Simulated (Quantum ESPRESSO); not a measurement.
# Zn in Quantum ESPRESSO: work function with PBE

Aim: the work function of Zn with PBE.

Program: Quantum ESPRESSO 7.5. These are calculated values, not measurements. Logs are shortened: lines on timing, memory, paths and dates and some standing lists are left out, and cuts for length are marked.

### Step 1. Starting point

The cell holds a slab with vacuum, 5 atoms: a = 2.617 Å, b = 2.619 Å, c = 24.717 Å, α = 90.00°, β = 90.00°, γ = 119.98°.

### Step 2. Work function, PBE

Input file pw.in:

```
&CONTROL
  calculation = 'scf'
  prefix = 'pwscf'
  outdir = './tmp'
  pseudo_dir = './pseudo'
  tprnfor = .true.
  disk_io = 'low'
/
&SYSTEM
  ibrav = 0
  celldm(1) = 8
  nat = 5
  ntyp = 1
  ecutwfc = 84
  nbnd = 64
  occupations = 'smearing'
  smearing = 'fd'
  degauss = 0.00367493
/
&ELECTRONS
  conv_thr = 5d-09
  electron_maxstep = 150
  mixing_beta = 0.3
  mixing_mode = 'local-TF'
/
ATOMIC_SPECIES
Zn    65.3800 Zn.upf
CELL_PARAMETERS alat
  0.6181705216326   0.0000000000000   0.0000000000000
 -0.3090852608163   0.5357775540186   0.0000000000000
  0.0000000000000   0.0000000000000   5.8384908878578
ATOMIC_POSITIONS crystal
Zn     0.3393536486    0.6787072973    0.3034376992
Zn     0.0115275509    0.0230551018    0.4011997588
Zn     0.3508811995    0.7017623991    0.5000000000
Zn     0.6902348482    0.3804696963    0.5988002412
Zn     0.3624087504    0.7248175009    0.6965623008
K_POINTS automatic
12 12 1 0 0 0
```

Input file pp_density.in:

```
&INPUTPP
  prefix = 'pwscf'
  outdir = './tmp'
  filplot = 'density.dat'
  plot_num = 0
/
&PLOT
  nfile = 1
  filepp(1) = 'density.dat'
  iflag = 3
  output_format = 6
  fileout = 'density.cube'
/
```

Input file pp_potential.in:

```
&INPUTPP
  prefix = 'pwscf'
  outdir = './tmp'
  filplot = 'potential.dat'
  plot_num = 11
/
&PLOT
  nfile = 1
  filepp(1) = 'potential.dat'
  iflag = 3
  output_format = 6
  fileout = 'potential.cube'
/
```

Input file pp_elf.in:

```
&INPUTPP
  prefix = 'pwscf'
  outdir = './tmp'
  filplot = 'elf.dat'
  plot_num = 8
/
&PLOT
  nfile = 1
  filepp(1) = 'elf.dat'
  iflag = 3
  output_format = 6
  fileout = 'elf.cube'
/
```

Potentials or basis: Ansatz NC SR PBE.

Run with:

```sh
$ OMP_NUM_THREADS=1 mpirun -n 2 pw.x -nk 2 -in pw.in > pw.out
$ OMP_NUM_THREADS=1 mpirun -n 1 pp.x -in pp_density.in > pp_density.out
$ OMP_NUM_THREADS=1 mpirun -n 1 pp.x -in pp_potential.in > pp_potential.out
$ OMP_NUM_THREADS=1 mpirun -n 1 pp.x -in pp_elf.in > pp_elf.out
```

pw.out:

```text
[... set-up lines left out ...]
     Self-consistent Calculation

     iteration #  1     ecut=    84.00 Ry     beta= 0.30
     Davidson diagonalization with overlap
     ethr =  1.00E-02,  avg # of iterations =  6.5

     Threshold (ethr) on eigenvalues was too large:
     Diagonalizing with lowered threshold

     Davidson diagonalization with overlap
     ethr =  1.27E-04,  avg # of iterations =  3.7

     negative rho (up, down):  1.379E-05 0.000E+00

     total energy              =   -2090.12801586 Ry
     estimated scf accuracy    <       0.13185705 Ry

     iteration #  2     ecut=    84.00 Ry     beta= 0.30
     Davidson diagonalization with overlap
     ethr =  1.32E-04,  avg # of iterations =  1.0

     negative rho (up, down):  5.796E-06 0.000E+00

     total energy              =   -2090.09653760 Ry
     estimated scf accuracy    <       0.06942763 Ry

     iteration #  3     ecut=    84.00 Ry     beta= 0.30
     Davidson diagonalization with overlap
     ethr =  6.94E-05,  avg # of iterations =  2.0

     negative rho (up, down):  2.874E-07 0.000E+00

     total energy              =   -2090.11061991 Ry
     estimated scf accuracy    <       0.00211173 Ry

     iteration #  4     ecut=    84.00 Ry     beta= 0.30
     Davidson diagonalization with overlap
     ethr =  2.11E-06,  avg # of iterations =  4.5

     negative rho (up, down):  3.657E-06 0.000E+00

     total energy              =   -2090.10993373 Ry
     estimated scf accuracy    <       0.00161751 Ry

     iteration #  5     ecut=    84.00 Ry     beta= 0.30
     Davidson diagonalization with overlap
     ethr =  1.62E-06,  avg # of iterations =  3.7

     negative rho (up, down):  8.447E-08 0.000E+00

     total energy              =   -2090.11007096 Ry
     estimated scf accuracy    <       0.00077410 Ry

     iteration #  6     ecut=    84.00 Ry     beta= 0.30
     Davidson diagonalization with overlap
     ethr =  7.74E-07,  avg # of iterations =  2.0

     total energy              =   -2090.11020860 Ry
     estimated scf accuracy    <       0.00001426 Ry

     iteration #  7     ecut=    84.00 Ry     beta= 0.30
     Davidson diagonalization with overlap
     ethr =  1.43E-08,  avg # of iterations =  2.0

     total energy              =   -2090.11021083 Ry
     estimated scf accuracy    <       0.00000729 Ry

     iteration #  8     ecut=    84.00 Ry     beta= 0.30
     Davidson diagonalization with overlap
     ethr =  7.29E-09,  avg # of iterations =  1.2

     total energy              =   -2090.11021234 Ry
     estimated scf accuracy    <       0.00000261 Ry

     iteration #  9     ecut=    84.00 Ry     beta= 0.30
     Davidson diagonalization with overlap
     ethr =  2.61E-09,  avg # of iterations =  2.0

     total energy              =   -2090.11021269 Ry
     estimated scf accuracy    <       0.00000611 Ry

     iteration # 10     ecut=    84.00 Ry     beta= 0.30
     Davidson diagonalization with overlap
     ethr =  2.61E-09,  avg # of iterations =  1.1

     total energy              =   -2090.11021205 Ry
     estimated scf accuracy    <       0.00000200 Ry

     iteration # 11     ecut=    84.00 Ry     beta= 0.30
     Davidson diagonalization with overlap
     ethr =  2.00E-09,  avg # of iterations =  2.5

     total energy              =   -2090.11021265 Ry
     estimated scf accuracy    <       0.00000011 Ry

     iteration # 12     ecut=    84.00 Ry     beta= 0.30
     Davidson diagonalization with overlap
     ethr =  1.05E-10,  avg # of iterations =  2.0

     total energy              =   -2090.11021269 Ry
     estimated scf accuracy    <          9.5E-09 Ry

     iteration # 13     ecut=    84.00 Ry     beta= 0.30
     Davidson diagonalization with overlap
     ethr =  9.48E-12,  avg # of iterations =  2.0

     End of self-consistent calculation

          k = 0.0000 0.0000 0.0000 ( 12827 PWs)   bands (ev):

  -120.9514-120.9441-120.9440-120.6633-120.6633 -75.0910 -75.0837 -75.0837
   -75.0806 -75.0784 -75.0784 -75.0783 -75.0783 -75.0779 -74.8044 -74.8044
   -74.7920 -74.7920 -74.7919 -74.7919  -4.8814  -4.2613  -3.4573  -3.0169
    -3.0046  -2.2533  -2.1020  -2.0516  -2.0496  -2.0276  -2.0242  -2.0198
    -2.0134  -1.7382  -1.7382  -1.7358  -1.7357  -1.7271  -1.5662  -1.5576
    -1.4970  -1.4928  -1.4179  -1.4061  -1.1903  -1.1895  -1.1888  -1.1880
    -0.6398   1.2851   2.9416   5.6413   8.0979   9.3462  10.2031  10.4856
    12.4419  12.5034  15.1736  15.4747  18.2401  19.1847  22.3791  23.6193

          k = 0.0000 0.1555 0.0000 ( 12899 PWs)   bands (ev):

  -120.9512-120.9438-120.9438-120.6630-120.6630 -75.0907 -75.0862 -75.0843
   -75.0808 -75.0807 -75.0802 -75.0791 -75.0790 -75.0778 -74.8042 -74.8042
   -74.7943 -74.7943 -74.7927 -74.7927  -4.6700  -4.0572  -3.2852  -2.8959
    -2.8914  -2.2335  -2.1135  -2.0750  -2.0527  -2.0372  -1.9979  -1.9729
    -1.9644  -1.8495  -1.7698  -1.7522  -1.6909  -1.6881  -1.5882  -1.5787
    -1.5722  -1.4989  -1.4091  -1.3972  -1.2448  -1.2119  -1.1967  -1.1957
    -0.4047   1.4453   3.2300   5.8519   8.2923   9.5474  10.4084  10.6845
    12.6411  12.7054  15.3789  15.6685  18.4555  19.3638  20.7813  21.4179

          k = 0.0000 0.3111 0.0000 ( 12877 PWs)   bands (ev):

  -120.9505-120.9432-120.9432-120.6624-120.6624 -75.0927 -75.0900 -75.0872
   -75.0868 -75.0860 -75.0807 -75.0807 -75.0795 -75.0774 -74.8035 -74.8035
   -74.8008 -74.8008 -74.7943 -74.7943  -4.0610  -3.4887  -2.8711  -2.6265
    -2.6040  -2.2134  -2.1535  -2.1266  -2.0863  -2.0528  -1.9890  -1.8879
    -1.8548  -1.8325  -1.8301  -1.7867  -1.7762  -1.6465  -1.6133  -1.5865
    -1.5289  -1.4851  -1.4348  -1.4152  -1.3384  -1.2144  -1.2123  -1.0182
     0.1340   1.9196   4.0374   6.4814   8.8739  10.1499  11.0212  11.2797
    13.2317  13.3064  15.9772  16.2147  16.7615  17.4219  18.4824  19.1032

          k = 0.0000 0.4666 0.0000 ( 12861 PWs)   bands (ev):

  -120.9496-120.9423-120.9423-120.6615-120.6615 -75.1016 -75.0964 -75.0961
   -75.0883 -75.0878 -75.0830 -75.0829 -75.0786 -75.0769 -74.8096 -74.8096
   -74.8025 -74.8025 -74.7966 -74.7966  -3.2302  -2.8687  -2.6382  -2.4559
    -2.4322  -2.2762  -2.2024  -2.1116  -2.0907  -2.0407  -1.9398  -1.8635
    -1.7277  -1.7007  -1.6659  -1.6332  -1.6324  -1.6227  -1.6017  -1.5621
    -1.5211  -1.4482  -1.3212  -1.3191  -1.2406  -1.2381  -1.2341  -0.4114
     0.9937   2.7388   5.2615   7.5152   9.8275  11.1461  12.0165  12.2576
    12.9705  13.5926  14.1254  14.3353  14.8201  16.0816  17.0150  17.1393

          k = 0.0000 0.6221 0.0000 ( 12876 PWs)   bands (ev):
[... 353 lines left out ...]
  -120.9476-120.9403-120.9403-120.6595-120.6595 -75.1132 -75.1081 -75.1079
   -75.1032 -75.0979 -75.0977 -75.0839 -75.0763 -75.0762 -74.8214 -74.8214
   -74.8113 -74.8113 -74.8003 -74.8003  -2.4491  -2.3982  -2.3794  -2.3296
    -2.3041  -2.1665  -2.1573  -2.0835  -2.0325  -2.0035  -1.9350  -1.8862
    -1.8277  -1.7778  -1.7455  -1.6909  -1.5690  -1.5478  -1.4810  -1.4668
    -1.4509  -1.3586  -1.3249  -1.2145  -1.2129   3.7182   4.3321   5.3322
     6.1753   6.3725   7.3342   8.0716   8.3406   8.8302   9.2958   9.6596
    10.4495  10.9431  11.3012  11.9387  12.9193  13.5451  14.0718  15.2798

          k = 0.6740-0.2333 0.0000 ( 12869 PWs)   bands (ev):

  -120.9483-120.9410-120.9410-120.6602-120.6602 -75.1138 -75.1086 -75.1085
   -75.0930 -75.0876 -75.0874 -75.0853 -75.0771 -75.0765 -74.8220 -74.8220
   -74.8012 -74.8012 -74.8010 -74.8010  -2.7324  -2.7266  -2.6568  -2.5511
    -2.4294  -2.3403  -2.3258  -2.2458  -2.0565  -1.9412  -1.8116  -1.7830
    -1.6832  -1.6619  -1.5584  -1.5184  -1.4883  -1.3995  -1.3570  -1.3367
    -1.3118  -1.2908  -1.2766  -1.0852  -1.0806   0.2775   0.8600   1.8928
     3.3040   4.8777   7.7970   8.1529   8.6951   9.8334  10.0250  11.0424
    12.2139  12.9275  13.5636  14.4710  14.6140  15.0124  15.5204  15.6988

          k = 0.6740-0.0778 0.0000 ( 12839 PWs)   bands (ev):

  -120.9484-120.9411-120.9411-120.6603-120.6603 -75.1106 -75.1055 -75.1053
   -75.0947 -75.0894 -75.0892 -75.0855 -75.0772 -75.0765 -74.8188 -74.8188
   -74.8028 -74.8028 -74.8012 -74.8012  -2.5185  -2.4983  -2.4510  -2.4237
    -2.3539  -2.2664  -2.1892  -2.1246  -2.0492  -2.0199  -1.9507  -1.8944
    -1.8757  -1.7890  -1.6883  -1.6556  -1.6210  -1.6143  -1.5338  -1.4379
    -1.3653  -1.3217  -1.2891  -1.1530  -1.1473   0.0389   0.5800   1.5775
     2.9853   4.6068   7.4924   9.4951  10.0576  10.7842  11.6710  11.8351
    12.4416  13.0360  13.1867  13.3269  14.0098  14.1134  14.4014  14.8691

          k =-0.8088-0.4666 0.0000 ( 12888 PWs)   bands (ev):

  -120.9479-120.9406-120.9406-120.6598-120.6598 -75.1194 -75.1141 -75.1140
   -75.0931 -75.0876 -75.0875 -75.0846 -75.0767 -75.0763 -74.8275 -74.8275
   -74.8012 -74.8012 -74.8006 -74.8006  -2.8649  -2.8333  -2.8008  -2.6566
    -2.5366  -2.4484  -2.4004  -2.3447  -2.0711  -1.9997  -1.8179  -1.6844
    -1.6637  -1.5684  -1.5160  -1.3559  -1.2968  -1.2841  -1.2737  -1.2262
    -1.1999  -1.1916  -1.1849  -0.9004  -0.9004   2.9614   3.2415   3.8432
     4.0932   4.2312   6.0977   6.7056   7.0017   8.2804   8.6291  10.4492
    11.5288  12.8782  13.6797  14.8698  15.6821  16.3224  16.4073  16.8002

          k =-0.8088-0.3111 0.0000 ( 12900 PWs)   bands (ev):

  -120.9479-120.9406-120.9406-120.6598-120.6598 -75.1181 -75.1128 -75.1127
   -75.0944 -75.0890 -75.0888 -75.0845 -75.0767 -75.0763 -74.8262 -74.8262
   -74.8025 -74.8025 -74.8006 -74.8006  -2.7927  -2.7612  -2.7242  -2.6158
    -2.4799  -2.3841  -2.3637  -2.3087  -2.0577  -1.9922  -1.8430  -1.7162
    -1.6766  -1.6334  -1.5073  -1.3993  -1.3712  -1.3187  -1.3155  -1.2947
    -1.2539  -1.2255  -1.2179  -0.9954  -0.9942   2.2828   2.8523   3.7922
     4.6924   4.8529   6.3540   6.9867   7.2959   8.4328   9.7342   9.9939
    11.7897  12.9650  14.0653  14.5219  14.8217  15.2558  15.5944  16.1301

          k =-0.8088-0.1555 0.0000 ( 12879 PWs)   bands (ev):

  -120.9479-120.9406-120.9406-120.6598-120.6598 -75.1149 -75.1098 -75.1096
   -75.0975 -75.0921 -75.0919 -75.0845 -75.0766 -75.0763 -74.8231 -74.8231
   -74.8056 -74.8056 -74.8006 -74.8006  -2.5967  -2.5674  -2.5232  -2.5070
    -2.3870  -2.2592  -2.2228  -2.1743  -2.0425  -1.9922  -1.8940  -1.8217
    -1.7507  -1.7209  -1.6692  -1.5820  -1.5204  -1.4554  -1.4061  -1.3759
    -1.3740  -1.3356  -1.2734  -1.1251  -1.1223   1.7969   2.3995   3.4170
     4.7507   6.0444   7.2810   7.7626   8.5857   9.5580  10.1181  11.0738
    11.7340  11.9187  12.4645  13.4350  13.6788  14.4256  14.9087  15.1693

          k =-0.8088 0.0000 0.0000 ( 12875 PWs)   bands (ev):

  -120.9479-120.9406-120.9406-120.6598-120.6598 -75.1128 -75.1078 -75.1075
   -75.0995 -75.0942 -75.0941 -75.0845 -75.0766 -75.0763 -74.8210 -74.8210
   -74.8077 -74.8077 -74.8006 -74.8006  -2.4540  -2.4343  -2.3962  -2.3392
    -2.3134  -2.1831  -2.1737  -2.0845  -2.0364  -1.9686  -1.9565  -1.9264
    -1.8661  -1.8011  -1.7212  -1.7048  -1.6100  -1.6076  -1.5254  -1.4730
    -1.4386  -1.3561  -1.2768  -1.1425  -1.1408   1.6513   2.2567   3.2823
     4.6568   6.1913   9.0158   9.1707   9.3263   9.8067   9.8915  10.9340
    11.0404  11.2261  12.1187  12.3979  13.4549  13.9767  14.0771  14.7729

     the Fermi energy is     5.9709 ev

!    total energy              =   -2090.11021269 Ry
     estimated scf accuracy    <          2.0E-09 Ry
     smearing contrib. (-TS)   =      -0.00095268 Ry
     internal energy E=F+TS    =   -2090.10926001 Ry

     The total energy is F=E-TS. E is the sum of the following terms:
     one-electron contribution =  -13596.26248099 Ry
     hartree contribution      =    6794.86749416 Ry
     xc contribution           =    -224.53291979 Ry
     ewald contribution        =    4935.81864660 Ry

     convergence has been achieved in  13 iterations

     Forces acting on atoms (cartesian axes, Ry/au):

     atom    1 type  1   force =     0.00000000    0.00046573   -0.00702445
     atom    2 type  1   force =     0.00000000   -0.00013872    0.00142146
     atom    3 type  1   force =     0.00000000   -0.00000106    0.00000001
     atom    4 type  1   force =     0.00000000    0.00014030   -0.00142149
     atom    5 type  1   force =     0.00000000   -0.00046626    0.00702447

     Total force =     0.010159     Total SCF correction =     0.000162

=------------------------------------------------------------------------------=
   JOB DONE.
=------------------------------------------------------------------------------=
```

Run time: 6.6 min. Hardware: 2 MPI ranks of Arm Neoverse V2, shared host; peak memory 0.94 GiB.

Results:

* Free energy: -28437.3981 eV
* Largest force: 0.181 eV/Å
* Band gap on the k mesh: none (metal or under the smearing width)
* Work function of the upper face: 3.94 eV
* Work function of the lower face: 3.94 eV

Forces in eV/Å, atoms in the order of the input:
```
Zn   0.000  0.012 -0.181
Zn   0.000 -0.004  0.037
Zn   0.000  0.000  0.000
Zn   0.000  0.004 -0.037
Zn   0.000 -0.012  0.181
```
